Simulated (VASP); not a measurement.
VASP inputs for NaI (strained CsCl)

INCAR

```
ALGO = Normal
NBANDS = 14
IBRION = -1
EDIFF = 1E-7
ENCUT = 520
LREAL = .FALSE.
NSW = 0
ISIF = 2
PREC = Accurate
LCHARG = .FALSE.
LASPH = .TRUE.
SIGMA = 0.01
NELM = 120
LWAVE = .FALSE.
ISMEAR = 0
METAGGA = R2SCAN
```

KPOINTS

```
KPOINTS created by Atomic Simulation Environment
0
Gamma
6 6 6
0 0 0
```

KPOINTS_OPT

```
special points
4
Reciprocal
0.0000000000 0.0000000000 0.0000000000 1
0.0000000000 0.5000000000 0.0000000000 1
0.5000000000 0.5000000000 0.0000000000 1
0.5000000000 0.5000000000 0.5000000000 1
```

POSCAR

```
Na I
 1.0000000000000000
     3.9225530217000002    0.0000000000000000    0.0000000000000000
     0.0000000000000000    3.9225530217000002    0.0000000000000000
     0.0000000000000000    0.0000000000000000    4.0405366932000000
 Na  I
   1   1
Cartesian
  0.0000000000000000  0.0000000000000000  0.0000000000000000
  1.9612765108500001  1.9612765108500001  2.0202683466000004
```

VASP ran with the recommended PBE PAW datasets (14 valence electrons in the cell).

Task: Estimate the main results of this run.

Result: gap between bands v and c 3.09 eV; least direct gap 3.11 eV; pressure 1.1 GPa.

Band v is the last that the valence electrons fill when counted band by band, and c is the next. Levels in eV from the top of v:

| point | v−1 | v | c | c+1 |
| --- | --- | --- | --- | --- |
| Γ | -0.72 | -0.72 | 3.09 | 5.81 |
| X | -0.63 | -0.33 | 5.28 | 7.35 |
| M | -2.98 | -0.21 | 3.24 | 7.50 |
| R | -2.51 | -2.38 | 4.47 | 4.47 |
